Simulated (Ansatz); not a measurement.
# HfO2 (Pca2_1) in Ansatz: relaxation of the atoms with PBE

Aim: the relaxation of the atoms of HfO2 with PBE.

Everything below comes from runs of Ansatz 0.2.0. Logs are shortened: lines on timing, memory, paths and dates and some standing lists are left out, and cuts for length are marked.

## (1) The cell of the first run

It takes space group Pca2_1 (No. 29, orthorhombic). The conventional cell has a = 5.428 Å, b = 5.005 Å, c = 5.033 Å, α = 90.00°, β = 90.00°, γ = 90.00°. Hf (site symmetry 1) has 7 O at 2.04 to 2.27 Å as nearest neighbours. O (site symmetry 1) has 3 Hf at 2.04 to 2.18 Å as nearest neighbours. O (site symmetry 1) is surrounded by 4 Hf at 2.15 to 2.27 Å.

Measurements of this composition are mostly on another form, of space group No. 14.

## (2) Relaxation of the atoms, PBE (strained by +4 %)

Contents of input.yaml:

```yaml
crystal:
  lattice:
    - [5.4282418944, 0.0, 0.0]
    - [0.0, 5.00476369, 0.0]
    - [0.0, 0.0, 5.03268505]
  atoms:
    - { symbol: Hf, position: [0.966994, 0.73252082, 0.74144035] }
    - { symbol: Hf, position: [0.533006, 0.73252082, 0.24144035] }
    - { symbol: Hf, position: [0.466994, 0.26747918, 0.74144035] }
    - { symbol: Hf, position: [0.033006, 0.26747918, 0.24144035] }
    - { symbol: O, position: [0.63212745, 0.9286454, 0.87926726] }
    - { symbol: O, position: [0.86787255, 0.9286454, 0.37926726] }
    - { symbol: O, position: [0.23394852, 0.53988305, 0.49229239] }
    - { symbol: O, position: [0.26605148, 0.53988305, 0.99229239] }
    - { symbol: O, position: [0.76605148, 0.46011695, 0.99229239] }
    - { symbol: O, position: [0.73394852, 0.46011695, 0.49229239] }
    - { symbol: O, position: [0.13212745, 0.0713546, 0.87926726] }
    - { symbol: O, position: [0.36787255, 0.0713546, 0.37926726] }
hamiltonian:
  xc: pbe
  pseudopotentials: { kind: paw }
kpoints:
  mp_grid: { grid: [4, 5, 4] }
scf:
  occupations: { method: fermi_dirac, width: 0.05 }
output:
  forces: true
  stress: true
  eigenvalues: true
relax:
  f_tol: 0.01
  max_steps: 40
```

Potentials or basis: Ansatz PAW.

Command:

```
> ansatz run input.yaml --threads 4 --pin off --max-ram 11264MiB --backend cpu --events-out ev --progress --plain --runs-dir out
```

The program printed:

```text
Warning: output.stress: scf.convergence.dr2_threshold = 1e-7 eV (the SCF's general default) is looser than the 1.2e-9 eV advised for a printed stress (1e-10 eV for each atom of the cell: 12). What an SCF threshold leaves in a stress goes as its square root, and in the free energy as the threshold itself, and one threshold admits the most on a small cell: of the crystals measured, under no hybrid functional and no lock of the moments, on runs that ended without the residual-converged pass, on stresses that held no estimate of that error, the worst erred by over 100 MPa in a component at 1e-7 eV an atom and by under 5 at 1e-10. Every solve of this run answers to scf.convergence.dr2_threshold, and the tensor of one is reported: a single SCF on the reported geometry and on this run's grids (its basis.xc_grid and basis.ecutrho_ratio typed), with scf.convergence.dr2_threshold at 1.2e-9 eV or tighter, prints it and tightens no other solve. Else set scf.convergence.dr2_threshold to 1.2e-9 eV or tighter. The threshold is an SCF's pass mark: one that does not reach it within its budget of iterations ends unconverged, or closes short of it on a stop that the run arms, and scf.convergence.dr2_threshold's page says what that costs each kind of run
Warning: RAYON_NUM_THREADS=4 ignored (pool sized by the plan → 4); use --threads N
Engine: ansatz 0.2.0, x86_64-unknown-linux-gnu
Pseudopotentials: kind: paw
Pseudopotential: Hf, paw, valence charge 26, recommended cutoff 420 eV (normal), Hf.paw.azcp
Pseudopotential: O, paw, valence charge 6, recommended cutoff 420 eV (normal), O.paw.azcp
Functional definition: PBE
  parameter kappa = 0.804
  parameter beta = 0.06672455060314922
  exchange = pbe_x(kappa = kappa, mu = beta*pi^2/3)
  correlation = pbe_c(beta = beta)
Crystal: 12 atoms, lattice volume = 136.723 Å³
Basis set: ecut = 420 eV, 2643 PW (Γ), exchange–correlation on 80×72×72 points (8 copies of the dense FFT grid, shifted against one another)
Bands: 92, of which v1, the nominal top of the filled ones, is band 76 counted from 1 (75 counted from 0)
Symmetry: 4 space group operations
Space group: Pca21 (ITA 29), of the structure as read, at distance tolerance 5.2e-5 Å
k-points: 27 of 80 (time reversal used)
Non-local potential: Hf, projectors of the file, l = 0: 3, l = 1: 2, l = 2: 2, l = 3: 3
Non-local potential: O, projectors of the file, l = 0: 2, l = 1: 2, l = 2: 1
PAW form: soft (Blöchl's): semilocal exchange-correlation on the pseudo side does not see the compensation charge
PAW one-centre angular grid: Hf, 590 points (default); XC on 64 Gauss nodes
PAW one-centre angular grid: O, 110 points (default); XC on 64 Gauss nodes
Initial density: superposition of atomic densities (neutral atoms: chi_scale 0, normalization atom), corrected by the library's trained network
Initial wavefunctions: pseudopotential atomic-orbital guess
Functional: x = pbe(κ = 0.804, μ = 0.2195149727645171), c = pbe(β = 0.06672455060314922)
SCF iter   1: F=—  HF=-67446.273912 eV  |F-HF|=—  |Δ(HF+E_count)|=         —  Δρ=3.33e-3  dr2=1.10e-2  ethr=1.77e-3  ⟨swp⟩=5.1  Hψ=7705  notcnv=0  defer=82
preconditioner: auto → Resta (q_TF=auto, 2.777 Å⁻¹)  ε∞=5.4  [insulator: Δε(μ)=4.439 eV  Ē_g=18.084 eV  σ=0.050 eV  W_gap=1.00  n_scr=48 (ndim 8)  ℏωp=38.1 eV  f_vac=0.041  D(μ)=0.00/eV (n_scr^D=0)  ε∞_Penn≈5.4]
SCF iter   2: F=—  HF=-67446.274261 eV  |F-HF|=—  |Δ(HF+E_count)|=   3.49e-4  Δρ=1.60e-3  dr2=1.44e-3  ethr=7.27e-6  ⟨swp⟩=2.0  Hψ=4482  notcnv=0  defer=95
SCF iter   3: F=—  HF=-67446.274997 eV  |F-HF|=—  |Δ(HF+E_count)|=   7.36e-4  Δρ=7.61e-4  dr2=4.62e-4  ethr=9.45e-7  ⟨swp⟩=2.0  Hψ=2938  notcnv=0  defer=95
SCF iter   4: F=—  HF=-67446.275275 eV  |F-HF|=—  |Δ(HF+E_count)|=   2.77e-4  Δρ=1.25e-4  dr2=2.32e-5  ethr=3.04e-7  ⟨swp⟩=2.0  Hψ=3931  notcnv=0  defer=95
SCF iter   5: F=—  HF=-67446.275280 eV  |F-HF|=—  |Δ(HF+E_count)|=   5.23e-6  Δρ=8.21e-5  dr2=7.20e-6  ethr=1.53e-8  ⟨swp⟩=2.0  Hψ=4277  notcnv=0  defer=95
SCF iter   6: F=-67446.275277 eV  HF=-67446.275277 eV  |F-HF|=2.14e-7  |Δ(HF+E_count)|=   2.78e-6  Δρ=2.43e-5  dr2=6.03e-7  ethr=1.64e-9  ⟨swp⟩=10.1  Hψ=11647  notcnv=0
SCF 1 converged in 6 iterations: F = -67446.275277 eV  dr2 = 6.03e-7
relax step   1: F+E_penalty+E_count = -67446.27527717 eV  Δ(F+E_penalty+E_count) = +0.000e0 eV  max|allowed force component| = 2.191e-1 eV/Å  Δτ_max = 0.0000 Å  (6 SCF iters, dr2 threshold 2.50e-6 eV, accepted)
Initial density: handed on by an earlier stage of this run
Initial wavefunctions: those handed on with the density
iter 1 solved again at ethr=4.33e-6 eV; its pass at ethr=3.10e-3 eV (dr2=6.58e-3 eV) is discarded
SCF iter   1: F=—  HF=-67446.286475 eV  |F-HF|=—  |Δ(HF+E_count)|=         —  Δρ=3.11e-3  dr2=6.40e-3  ethr=4.33e-6  ⟨swp⟩=2.0  Hψ=6658  notcnv=0  defer=256
[... 45 lines left out ...]
SCF iter   3: F=-67446.300143 eV  HF=-67446.300143 eV  |F-HF|=6.06e-8  |Δ(HF+E_count)|=   5.85e-8  Δρ=7.65e-6  dr2=9.24e-8  ethr=6.58e-11  ⟨swp⟩=4.0  Hψ=8628  notcnv=0
SCF 7 converged in 3 iterations: F = -67446.300143 eV  dr2 = 9.24e-8
relax step   7: F+E_penalty+E_count = -67446.30014323 eV  Δ(F+E_penalty+E_count) = -1.633e-7 eV  max|allowed force component| = 2.400e-3 eV/Å  Δτ_max = 0.0000 Å  (3 SCF iters, accepted)
SCF converged after 3 iterations
Free energy (F): -67446.300143 eV
Harris-Foulkes:  -67446.300143 eV  (|F-HF|=6.06e-8)
Internal energy: -67446.300143 eV  (E = F + TS)
E sigma→0 (E₀):  -67446.300143 eV
Fermi energy:    16.625707 eV
--- Per-component energies (eV) ---
  E_band       = 52.418414
  E_kinetic    = 3085.130632
  E_local      = -23834.544682  (includes V_loc(G=0)·N_el)
  E_nonlocal   = -4588.306178
  E_hartree    = 10896.288867
  E_xc         = -1790.396698
  E_vxc        = -1818.200503  (∫ρ·V_xc dr)
  E_paw        = -28972.832584  (= ΣΔE_a)
  E_vpaw       = 5415.738740  (= ΣTr[D̂ρ^β])
  E_aug_tail   = 0.019627  (compensation charges beyond the density's cutoff)
  E_ewald      = -22241.659128
  E_smearing   = -0.000000  (= −TS)
  E_closure    = -0.000000  (closes the sum)
  Σ components = -67446.300143   (vs F -67446.300143, Δ=0.00e0)
--- Forces (eV/Å), atoms counted from 1 ---
  atom   1  Hf    -0.00190824    -0.00001278    -0.00041972
  atom   2  Hf     0.00190824    -0.00001278    -0.00041972
  atom   3  Hf    -0.00190824     0.00001278    -0.00041972
  atom   4  Hf     0.00190824     0.00001278    -0.00041972
  atom   5  O     -0.00102583    -0.00239966     0.00156549
  atom   6  O      0.00102583    -0.00239966     0.00156549
  atom   7  O     -0.00031308    -0.00054402    -0.00114667
  atom   8  O      0.00031308    -0.00054402    -0.00114667
  atom   9  O      0.00031308     0.00054402    -0.00114667
  atom  10  O     -0.00031308     0.00054402    -0.00114667
  atom  11  O     -0.00102583     0.00239966     0.00156549
  atom  12  O      0.00102583     0.00239966     0.00156549
  max |Σ_I F_I| component: 3.63e-6 eV/Å
--- Stress (GPa, compression-positive) ---
       -4.858486       0.000000       0.000000
        0.000000       3.537988       0.000000
        0.000000       0.000000       4.486229
  P = ⅓ Tr σ = 1.0552 GPa (10.552 kbar)
--- Band table (eV; the first three rows and the last of 27) ---
  k-point 0: bands = ["-46.0037", "-45.9877", "-45.9860", "-45.9836", "-15.0376", "-15.0093", "-14.9907", "-14.7731", "-14.7641", "-14.7229", "-14.6880", "-14.6859", "-14.6841", "-14.5972", "-14.5882", "-14.5809", "-3.5829", "-2.2600", "-2.0236", "-1.9871", "-1.6202", "-1.5895", "-1.5142", "-1.4007", "4.1116", "4.1134", "4.1145", "4.1154", "4.1231", "4.1262", "4.1289", "4.1305", "4.1307", "4.1332", "4.1359", "4.1359", "4.1400", "4.1420", "4.1431", "4.1433", "4.1443", "4.1486", "4.1496", "4.1526", "4.1601", "4.1621", "4.1661", "4.1698", "4.1868", "4.1945", "4.2019", "4.2703", "9.0772", "9.1776", "9.3672", "9.9502", "10.0844", "10.1554", "11.3169", "11.4367", "11.5060", "11.5553", "12.0910", "12.2079", "12.3646", "12.4993", "12.6843", "12.8140", "12.8547", "13.2382", "13.2609", "13.5821", "13.9749", "14.2700", "14.3806", "14.4039", "19.4140", "19.6055", "19.6746", "19.9928", "20.1100", "20.1654", "20.4190", "20.5263", "20.8620", "21.2938", "21.3682", "21.4952", "21.9354", "21.9447", "22.7840", "22.8486"]
  k-point 1: bands = ["-46.0008", "-45.9875", "-45.9866", "-45.9862", "-14.9841", "-14.9714", "-14.9667", "-14.8190", "-14.7425", "-14.7319", "-14.7319", "-14.6969", "-14.6579", "-14.6291", "-14.6151", "-14.5938", "-3.3303", "-2.2376", "-2.1082", "-2.0758", "-1.6947", "-1.5829", "-1.5011", "-1.4616", "4.1093", "4.1113", "4.1150", "4.1163", "4.1189", "4.1264", "4.1280", "4.1281", "4.1321", "4.1349", "4.1359", "4.1376", "4.1383", "4.1426", "4.1431", "4.1432", "4.1491", "4.1525", "4.1535", "4.1554", "4.1607", "4.1615", "4.1617", "4.1671", "4.1878", "4.1972", "4.1989", "4.2533", "9.2243", "9.3689", "9.6970", "10.0480", "10.2414", "10.6815", "10.9183", "10.9885", "11.3128", "11.6505", "11.7211", "12.1954", "12.2355", "12.4465", "12.5913", "12.9534", "13.0783", "13.2023", "13.3745", "13.4008", "13.7160", "14.1638", "14.2521", "14.2560", "19.2399", "19.5026", "19.5729", "19.8143", "20.2702", "20.3372", "20.3438", "20.6497", "21.2649", "21.5442", "21.6433", "21.7652", "21.8912", "22.0288", "22.6459", "22.9641"]
  k-point 2: bands = ["-45.9937", "-45.9937", "-45.9868", "-45.9868", "-14.9099", "-14.9099", "-14.8877", "-14.8877", "-14.7988", "-14.7988", "-14.7132", "-14.7132", "-14.6478", "-14.6478", "-14.6220", "-14.6220", "-2.7076", "-2.7076", "-2.1699", "-2.1699", "-1.6064", "-1.6064", "-1.5185", "-1.5185", "4.1080", "4.1080", "4.1160", "4.1160", "4.1195", "4.1195", "4.1262", "4.1262", "4.1364", "4.1364", "4.1372", "4.1372", "4.1432", "4.1432", "4.1444", "4.1444", "4.1493", "4.1493", "4.1564", "4.1564", "4.1588", "4.1588", "4.1683", "4.1683", "4.1926", "4.1926", "4.2164", "4.2164", "9.5067", "9.5067", "10.3248", "10.3248", "10.4982", "10.4982", "10.9022", "10.9022", "11.0560", "11.0560", "12.0540", "12.0540", "12.1023", "12.1023", "12.6938", "12.6938", "12.8167", "12.8167", "13.4584", "13.4584", "14.0756", "14.0756", "14.1616", "14.1616", "19.0978", "19.0978", "19.5978", "19.5978", "20.3581", "20.3581", "20.6237", "20.6237", "21.8004", "21.8004", "21.8171", "21.8171", "22.2340", "22.2340", "23.2332", "23.2332"]
  k-point 26: bands = ["-45.9903", "-45.9903", "-45.9903", "-45.9903", "-15.0059", "-15.0059", "-14.9976", "-14.9976", "-14.6619", "-14.6619", "-14.6509", "-14.6509", "-14.6299", "-14.6299", "-14.6279", "-14.6279", "-2.5015", "-2.5015", "-2.4783", "-2.4783", "-1.5357", "-1.5357", "-1.5099", "-1.5099", "4.1133", "4.1133", "4.1163", "4.1163", "4.1230", "4.1230", "4.1239", "4.1239", "4.1367", "4.1367", "4.1367", "4.1367", "4.1415", "4.1415", "4.1425", "4.1425", "4.1511", "4.1511", "4.1514", "4.1514", "4.1649", "4.1649", "4.1653", "4.1653", "4.1938", "4.1938", "4.1973", "4.1973", "10.2011", "10.2011", "10.2752", "10.2752", "10.6211", "10.6211", "10.6872", "10.6872", "11.6812", "11.6812", "11.7157", "11.7157", "12.3656", "12.3656", "12.4274", "12.4274", "12.9935", "12.9935", "13.0244", "13.0244", "13.5974", "13.5974", "13.7772", "13.7772", "19.1119", "19.1119", "19.2913", "19.2913", "20.2267", "20.2267", "20.3442", "20.3442", "21.2182", "21.2182", "21.4595", "21.4595", "22.8620", "22.8620", "22.9053", "22.9053"]
--- Relaxed structure (7 steps of the walk, 7 accepted, 0 SCFs on fresh bases) ---
  F+E_penalty+E_count = -67446.30014323 eV   max|allowed force component| = 2.400e-3 eV/Å
  atoms:
    - { symbol: Hf, position: [0.9655911213405539, 0.7333385663843563, 0.7395407630486234] }
    - { symbol: Hf, position: [0.5344088786594462, 0.7333385663843563, 0.23954076304862337] }
    - { symbol: Hf, position: [0.46559112134055386, 0.26666143361564354, 0.7395407630486234] }
    - { symbol: Hf, position: [0.034408878659446196, 0.26666143361564354, 0.23954076304862337] }
    - { symbol: O, position: [0.6336560177932626, 0.9323448428086575, 0.8804253669873756] }
    - { symbol: O, position: [0.8663439822067374, 0.9323448428086575, 0.38042536698737567] }
    - { symbol: O, position: [0.22407967327721764, 0.5369844296990322, 0.4930338699640008] }
    - { symbol: O, position: [0.2759203267227824, 0.5369844296990322, 0.993033869964001] }
    - { symbol: O, position: [0.7759203267227822, 0.463015570300968, 0.993033869964001] }
    - { symbol: O, position: [0.7240796732772176, 0.463015570300968, 0.4930338699640008] }
    - { symbol: O, position: [0.13365601779326247, 0.06765515719134242, 0.8804253669873756] }
    - { symbol: O, position: [0.36634398220673753, 0.06765515719134242, 0.38042536698737567] }
```

It took 77 s on 4 threads of Intel Xeon Platinum 8175M at 2.50GHz (Skylake/Cascade Lake), shared host; peak memory 0.77 GiB.

What came out:

| Quantity | Value |
| --- | --- |
| Free energy | -67446.3001 eV |
| Energy gained by relaxing | 2.1 meV/atom |
| Ionic steps | 7 |
| Pressure after relaxing | 1.1 GPa |
| Largest force after relaxing | 0.003 eV/Å |
| Band gap on the k mesh | 4.48 eV, indirect (least direct gap 4.61 eV) |

Forces on the atoms (eV/Å):
```
Hf  -0.002  0.000  0.000
Hf   0.002  0.000  0.000
Hf  -0.002  0.000  0.000
Hf   0.002  0.000  0.000
O   -0.001 -0.002  0.002
O    0.001 -0.002  0.002
O    0.000 -0.001 -0.001
O    0.000 -0.001 -0.001
O    0.000  0.001 -0.001
O    0.000  0.001 -0.001
O   -0.001  0.002  0.002
O    0.001  0.002  0.002
```

Step by step:
| step | energy change (eV) | largest force (eV/Å) |
| --- | --- | --- |
| 1 | 0.0000 | 0.2317 |
| 2 | -0.0097 | 0.1624 |
| 3 | -0.0187 | 0.0807 |
| 4 | -0.0233 | 0.0570 |
| 5 | -0.0245 | 0.0765 |
| 6 | -0.0249 | 0.0031 |
| 7 | -0.0249 | 0.0030 |

Final structure:
```
CELL_PARAMETERS angstrom
5.42824 0.00000 0.00000
0.00000 5.00476 0.00000
0.00000 0.00000 5.03269
ATOMIC_POSITIONS crystal
Hf 0.96559 0.73334 0.73954
Hf 0.53441 0.73334 0.23954
Hf 0.46559 0.26666 0.73954
Hf 0.03441 0.26666 0.23954
O 0.63366 0.93234 0.88043
O 0.86634 0.93234 0.38043
O 0.22408 0.53698 0.49303
O 0.27592 0.53698 0.99303
O 0.77592 0.46302 0.99303
O 0.72408 0.46302 0.49303
O 0.13366 0.06766 0.88043
O 0.36634 0.06766 0.38043
```

Levels at points of the mesh, in eV from the valence-band top:
```csv
k point,band 74,band 75,band 76,band 77,band 78,band 79
"(0.00, 0.00, 0.00)",-0.13,-0.02,0.00,5.01,5.20,5.27
"(0.00, 0.00, -0.50)",-0.33,-0.24,-0.24,4.69,4.69,5.19
"(-0.50, 0.00, 0.00)",-0.58,-0.19,-0.19,5.24,5.24,5.67
"(-0.50, 0.00, -0.50)",-0.59,-0.59,-0.59,5.20,5.20,5.20
```

Caveat: odd divisions of the mesh miss points on the zone boundary, where band edges often lie, so the gap on the mesh can be too wide; the pressure holds a Pulay correction of +0.8 GPa for the finite cutoff; spin-orbit coupling is left out, which moves the levels of the heavy elements; the thresholds are loose for stress. A k mesh can miss the band edges.
